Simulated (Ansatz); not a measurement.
# Zn3Mo: the cost of one run

Method: DFT PBE, scalar-relativistic, plane waves, PAW, in Ansatz 0.2.0.

## Step 1: Starting point

The structure is cubic, space group Pm-3m (No. 221). The conventional cell has a = 4.159 Å, b = 4.159 Å, c = 4.159 Å, α = 90.00°, β = 90.00°, γ = 90.00°. Zn (site symmetry 4/mmm) has 2 Mo at 2.08 Å as nearest neighbours. Around Mo (site symmetry m-3m) lie 6 Zn at 2.08 Å.

As a file:

```cif
data_structure
_symmetry_space_group_name_H-M 'P 1'
_symmetry_Int_Tables_number 1
_cell_length_a 4.1589
_cell_length_b 4.1589
_cell_length_c 4.1589
_cell_angle_alpha 90.000
_cell_angle_beta 90.000
_cell_angle_gamma 90.000
_cell_volume 71.94
loop_
_atom_site_label
_atom_site_type_symbol
_atom_site_fract_x
_atom_site_fract_y
_atom_site_fract_z
_atom_site_occupancy
Zn1 Zn 0.50000 0.00000 0.00000 1
Zn2 Zn 0.00000 0.50000 0.00000 1
Zn3 Zn 0.00000 0.00000 0.50000 1
Mo1 Mo 0.00000 0.00000 0.00000 1
```

This is candidate A: ReO3 type (Pm-3m, No. 221).

(A quick probe on a coarse mesh, which set the mesh and smearing, is not shown.)

## Step 3: Coarse relaxation (candidate A)

Input file input.yaml:

```yaml
crystal:
  lattice:
    - [4.1589411424, 0.0, 0.0]
    - [0.0, 4.1589411424, 0.0]
    - [0.0, 0.0, 4.1589411424]
  atoms:
    - { symbol: Zn, position: [0.5, 0.0, 0.0] }
    - { symbol: Zn, position: [0.0, 0.5, 0.0] }
    - { symbol: Zn, position: [0.0, 0.0, 0.5] }
    - { symbol: Mo, position: [0.0, 0.0, 0.0] }
basis:
  ecutwfc: 420
kpoints:
  mp_grid: { grid: [4, 4, 4] }
hamiltonian:
  xc: pbe
scf:
  occupations: { method: gaussian, width: 0.1 }
  lower_state_search: "off"
output:
  forces: true
  stress: true
  eigenvalues: true
relax:
  adjacent_minimum: "off"
  f_tol: 0.04
  max_steps: 70
  cell: { stress_tol: 0.4 }
```

The run is started by

```console
ansatz run input.yaml --threads 1 --pin off --max-ram 2560MiB --backend cpu --events-out ev --progress --plain --runs-dir out
```

**Question.** How long does this run take on 1 thread of Arm Neoverse V2, shared host, and how much memory does it need?

About 17 s, with a peak of 0.38 GiB.
